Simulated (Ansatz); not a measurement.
## Property card for GeS

These are results of Ansatz, DFT r2SCAN, scalar-relativistic, plane waves, PAW, not measurements.

Plane waves to 500 eV, a k mesh through Γ of 4×8×6 on the computed 8-atom cell and Gaussian smearing (0.02 eV); no spin polarisation.

The structure is relaxed at this level of theory with its symmetry kept.

Symmetry: Pnma, No. 62, orthorhombic system. Conventional cell: a = 10.835 Å, b = 3.591 Å, c = 4.544 Å, α = 90.00°, β = 90.00°, γ = 90.00°. Ge (site symmetry m) is surrounded by 3 S at 2.42 to 2.44 Å. S (site symmetry m) is surrounded by 3 Ge at 2.42 to 2.44 Å.

| Property | Result |
| --- | --- |
| Volume per atom | 22.10 Å³ |
| Formation energy from the elements' standard states (uncorrected) | -0.258 eV/atom |
| Generalised Kohn–Sham band gap | 1.35 eV, direct at Γ |
| Löwdin character of the top 1 eV of the valence band | S 3p 53 %, Ge 4s 25 %, Ge 4p 20 % |
| Löwdin character of the lowest 1 eV of the conduction band | Ge 4p 59 %, S 3p 19 %, S 3s 9 %, Ge 4s 8 %, unprojected 6 % |
| Electron masses at the edge by Cartesian direction of the standard setting (m_e; degenerate bands sorted by energy; no spin-orbit coupling) | x: 0.14; y: 1.4; z: 1.1 |
| Hole masses at the edge by Cartesian direction of the standard setting (m_e; degenerate bands sorted by energy; no spin-orbit coupling) | x: 0.56; y: 2.3; z: 0.94 |
| Bulk modulus | 18.1 GPa |
| Its pressure derivative | 8.8 |
| Bader charges (e) | Ge (4 in the cell) 0.86, S (4 in the cell) -0.86 |

Each cell of GeS holds layers, and where no dispersion correction was added their binding is poorly described.